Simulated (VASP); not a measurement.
HfN, 2 atoms in the cell. It takes space group P6/mmm (No. 191, hexagonal). Conventional cell: a = 3.433 Å, b = 3.433 Å, c = 3.970 Å, α = 90.00°, β = 90.00°, γ = 120.00°. Hf (site symmetry 6/mmm) is surrounded by 2 N at 1.98 Å. Around N (site symmetry 6/mmm) lie 2 Hf at 1.98 Å. The cell was built by a generator and needn't be a form met in nature.

| Quantity | Value |
| --- | --- |
| Program | VASP 6.6.1 |
| Task | electron localisation function |
| Functional | PBE |
| Potentials or basis | VASP PAW PBE potentials, release 64 (Hf_pv, N) |
| Cutoff | 520 eV |
| k mesh | 9 × 9 × 7 |
| Occupations | gaussian, width 0.02 eV |
| Spin | no spin polarisation |
| Further INCAR settings | ALGO = Normal; EDIFF = 1e-06 |

Potentials or basis: VASP PAW PBE potentials, release 64 (Hf_pv, N).

Launch:

```bash
$ cat potpaw_PBE.64/Hf_pv/POTCAR potpaw_PBE.64/N/POTCAR > POTCAR
$ mpirun -np 1 vasp_std > vasp.out
```

Hardware: 1 thread of AMD EPYC 9R45 96-Core Processor (Zen 5), on a shared host.

Question: Estimate the wall time of this run.

Answer: Run time: 18 s on 1 thread of AMD EPYC 9R45 96-Core Processor (Zen 5), on a shared host, peak memory 0.14 GiB. Counts: scf iterations 19, k points 48.
